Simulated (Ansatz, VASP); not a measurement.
## GaSb3: VASP beside Ansatz

File INCAR:

```
SYSTEM = GaSb3
ALGO = Normal
EDIFF = 1E-6
EDIFFG = -0.01
ENCUT = 600
GGA = PE
IBRION = 2
ISIF = 3
ISMEAR = 0
LASPH = .True.
LCHARG = .False.
LREAL = .False.
LWAVE = .False.
NELM = 60
NSW = 100
PREC = Accurate
SIGMA = 0.1
```

The input KPOINTS:

```
k-points
0
Gamma
  10 10 10
  0 0 0
```

POSCAR

```
GaSb3
1.0
    4.6828069758      0.0000000000      0.0000000000
    0.0000000000      4.6828069758      0.0000000000
    0.0000000000      0.0000000000      4.6346742560
Ga Sb
1 3
Direct
    0.0000000000      0.0000000000      0.0000000000
    0.0000000000      0.5000000000      0.5000000000
    0.5000000000      0.0000000000      0.5000000000
    0.5000000000      0.5000000000      0.0000000000
```

Input for Ansatz:

```yaml
crystal:
  lattice:
    - [4.6828069758, 0.0, 0.0]
    - [0.0, 4.6828069758, 0.0]
    - [0.0, 0.0, 4.634674256]
  atoms:
    - { symbol: Ga, position: [0.0, 0.0, 0.0] }
    - { symbol: Sb, position: [0.0, 0.5, 0.5] }
    - { symbol: Sb, position: [0.5, 0.0, 0.5] }
    - { symbol: Sb, position: [0.5, 0.5, 0.0] }
basis:
  ecutwfc: 420
kpoints:
  mp_grid: { grid: [10, 10, 10] }
hamiltonian:
  xc: pbe
scf:
  occupations: { method: gaussian, width: 0.1 }
output:
  forces: true
  stress: true
  eigenvalues: true
relax:
  adjacent_minimum: "off"
  f_tol: 0.01
  max_steps: 80
  cell: { stress_tol: 0.05 }
```

Alike in both runs: task relaxation of cell and atoms; functional PBE; k mesh 10 × 10 × 10; occupations gaussian, width 0.1 eV; no spin polarisation.

|  | VASP | Ansatz |
| --- | --- | --- |
| version | VASP 6.6.1 | Ansatz 0.2.0 |
| potentials or method | VASP PAW PBE potentials, release 64 (Ga_d, Sb) | scalar-relativistic, plane waves, PAW |
| plane-wave cutoff (eV) | 600 | 420 |
| valence electrons in the cell | 28 | 58 |

```tsv
	VASP	Ansatz	Ansatz less VASP
gap on the k mesh at the Fermi level, each at its own relaxed structure (eV)	none	none	-
relaxed volume (Å³/atom)	26.21	26.29	+0.074
relaxed cell length with the largest relative difference (Å)	4.684	4.484	-0.1997
energy change over the relaxation (meV/atom)	-4	-6	-1.5
```

A gap of «none» marks a metal or a gap that the smearing closes. The two sets of potentials don't hold the same shells in valence.

The runs have no spin-orbit coupling, so splittings on Sb are missing.
